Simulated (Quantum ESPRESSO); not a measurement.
The system is Sn.

```
CELL_PARAMETERS angstrom
0.00000 3.23334 3.23334
3.23334 0.00000 3.23334
3.23334 3.23334 0.00000
ATOMIC_POSITIONS crystal
Sn 0.75000 0.75000 0.75000
Sn 0.50000 0.50000 0.50000
```

This isn't the form of Sn at room conditions, which is tetragonal (white tin).

| Quantity | Value |
| --- | --- |
| Program | Quantum ESPRESSO 7.5 |
| Task | phonons |
| Functional | vdW-DF-cx |
| Potentials or basis | PseudoDojo 0.4.1 SR PBE standard |
| Cutoff | 980 eV |
| Density cutoff | 3918 eV |
| k mesh | 7 × 7 × 7 |
| Occupations | gaussian, width 0.2 eV |
| Spin | no spin polarisation |
| Mixing beta | 0.5 |
| Most SCF iterations | 120 |
| SCF threshold | 4e-10 Ry |

The cell and the atoms were relaxed first, to 35.30 Å³/atom (a = 4.639 Å, b = 4.639 Å, c = 4.639 Å, α = 60.00°, β = 60.00°, γ = 60.00°), and the response was taken there.

**Question.** What is the highest optical frequency at the zone centre?

**Answer.** 176 cm⁻¹, a mode of symmetry T2g (Raman).

Optical modes at Γ, degenerate ones joined:
| cm⁻¹ | components | symmetry | active in |
| --- | --- | --- | --- |
| 176 | 3 | T2g | Raman |

Caveat: the potentials were made for another functional, which shifts forces and pressure.
